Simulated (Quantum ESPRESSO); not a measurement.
## PtS2 under changes of volume

One of the cells (18.261 Å³/atom); the others are scaled copies at fixed shape and fractional positions:

```
CELL_PARAMETERS angstrom
3.54320 0.00000 0.00000
-1.77160 3.06850 0.00000
0.00000 0.00000 5.03880
ATOMIC_POSITIONS crystal
Pt 0.00000 0.00000 0.00000
S 0.66667 0.33333 0.77300
S 0.33333 0.66667 0.22700
```

- Program: Quantum ESPRESSO 7.5
- Functional: PBE
- Potentials or basis: PseudoDojo 0.4 FR PBE standard
- Cutoff: 1143 eV
- Density cutoff: 4572 eV
- k mesh: 5 × 5 × 3
- Occupations: fermi-dirac, width 0.05 eV
- Spin: spin-orbit coupling, no magnetisation

```csv
volume (Å³/atom),energy over the lowest point (meV/atom),pressure (GPa),gap on the mesh (eV),largest force (eV/Å)
17.165,166.26,24.0,1.37,2.355
17.531,?,?,?,?
17.896,77.33,15.3,1.37,1.621
18.261,46.77,11.6,1.35,1.297
18.626,24.23,8.2,1.31,0.998
18.992,8.89,5.2,1.28,0.723
19.357,0.00,2.6,1.26,0.469
```

**Question.** What does the run at 17.531 Å³/atom give?

**Answer.** Energy over the lowest point 116.82 meV/atom; pressure 19.4 GPa; gap on the mesh 1.37 eV; largest force 1.973 eV/Å.

Worked out: A Birch-Murnaghan fit of order 3 (a polynomial in V^(-2/3)) to the other rows has its minimum at 19.74 Å³/atom, just outside them, with B0 = V·E''(V) = 124 GPa and B' = 4.7 at fixed shape and positions, which overstates the stiffness. It gives 116.76 meV/atom at 17.531 Å³/atom, against the run's 116.82, and -dE/dV = 19.4 GPa, against 19.4. A parabola through the other rows of the gap, of slope -0.293 eV per unit of ln V there, gives 1.37 eV, against the run's 1.37.

Energies are extrapolated to zero smearing.

Caveats: some runs use coarse meshes; an odd mesh through Γ misses points on the zone boundary, where band edges often lie; forces of over 1 eV/Å show positions far from the minimum, so gaps and moduli don't describe the material at rest (some runs).
